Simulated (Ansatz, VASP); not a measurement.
# K in VASP and in Ansatz

```
K
1.0
     4.76240    0.00000    0.00000
    -2.38120    4.12436    0.00000
     0.00000    0.00000    7.82997
K
2
Direct
  0.33333 0.66667 0.25000
  0.66667 0.33333 0.75000
```

This isn't the form of K at room conditions, which is bcc.

Alike in both runs: task single point; functional LDA; k mesh 6 × 6 × 3; occupations gaussian, width 0.3 eV; no spin polarisation.

```csv
,VASP,Ansatz
version,VASP 6.6.1,Ansatz 0.2.0
potentials or method,"VASP PAW LDA potentials, release 64 (K_sv)","plane waves, PAW"
plane-wave cutoff (eV),520,420
valence electrons in the cell,18,18
```

|  | VASP | Ansatz | Ansatz less VASP |
| --- | --- | --- | --- |
| gap on the k mesh at the Fermi level (eV) | none | none | - |
| pressure (GPa) | -0.5 | -0.5 | +0.01 |
| largest component of the traceless stress (GPa) | 0.06 | 0.06 | 0.000 |

A gap of «none» marks a metal or a gap that the smearing closes.
